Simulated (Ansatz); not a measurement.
# GaP (F-43m): zero-pressure volume and bulk modulus with r²SCAN + D3(BJ)-ATM

An exercise on one series of results from a longer session: the logs are not shown, and one member is left open.

Program: Ansatz 0.2.0. Level of theory: DFT r²SCAN + D3(BJ)-ATM, scalar-relativistic, plane waves, PAW. These are calculated values, not measurements.

## Starting point

Symmetry: F-43m, No. 216, cubic system. The conventional cell has a = 5.451 Å, b = 5.451 Å, c = 5.451 Å, α = 90.00°, β = 90.00°, γ = 90.00°. Ga (site symmetry -43m) has 4 P at 2.36 Å in its first shell of neighbours. Around P (site symmetry -43m) lie 4 Ga at 2.36 Å.

Structure file:

```cif
data_structure
_symmetry_space_group_name_H-M 'P 1'
_symmetry_Int_Tables_number 1
_cell_length_a 3.8541
_cell_length_b 3.8541
_cell_length_c 3.8541
_cell_angle_alpha 60.000
_cell_angle_beta 60.000
_cell_angle_gamma 60.000
_cell_volume 40.48
loop_
_atom_site_label
_atom_site_type_symbol
_atom_site_fract_x
_atom_site_fract_y
_atom_site_fract_z
_atom_site_occupancy
Ga1 Ga 0.00000 0.00000 0.00000 1
P1 P 0.75000 0.75000 0.75000 1
```

At PBE, an earlier run found 2.51 GPa for this cell of 20.240 Å³/atom (8×8×8 mesh), gap on the mesh 1.64 eV.

The first run:

input.yaml reads:

```yaml
crystal:
  lattice:
    - [0.0, 2.7252500963, 2.7252500963]
    - [2.7252500963, 0.0, 2.7252500963]
    - [2.7252500963, 2.7252500963, 0.0]
  atoms:
    - { symbol: Ga, position: [0.0, 0.0, 0.0] }
    - { symbol: P, position: [0.75, 0.75, 0.75] }
basis:
  ecutwfc: 500
  ecutrho_ratio: 4
kpoints:
  mp_grid: { grid: [8, 8, 8] }
hamiltonian:
  xc: r2scan
  dispersion: d3bjatm
scf:
  occupations: { method: gaussian, width: 0.05 }
output:
  forces: true
  stress: true
  eigenvalues: true
```

Command:

```
ansatz run input.yaml --threads 4 --pin off --max-ram 8192MiB --backend cpu --events-out ev --progress --plain --runs-dir out
```

Among the steps run: At the given cell; Stepping to 20.122 Å³/atom; Stepping to 20.040 Å³/atom; Volume × 0.98 of the new zero; Volume × 1.02 of the new zero; Volume × 0.96 of the new zero; Volume × 1.04 of the new zero.

One table of the session follows, with a row left open; its other results are not shown here.

It belongs to the step «Energy and pressure against volume». 

```
volume (Å³/atom)  energy (meV/atom)  pressure (GPa)
          19.239               9.71            4.03
          19.640               2.34            1.91
          20.040               0.00            0.00
          20.441                  ?               ?
          20.842               8.41           -3.25
```

Q: Estimate the row for volume (Å³/atom) = 20.441 from the others.

Worked estimate for «energy (meV/atom)». A straight line through the neighbours (20.040, 0.00) and (20.842, 8.41) gives 0.00 + (8.41 − 0.00) × (20.441 − 20.040) / (20.842 − 20.040) = 4.21; a parabola fitted to 3 rows on both sides gives 2.02.

The run gave: energy (meV/atom): 2.17; pressure (GPa): -1.71. In «energy (meV/atom)» the line misses by +2.04 and the parabola by -0.15.
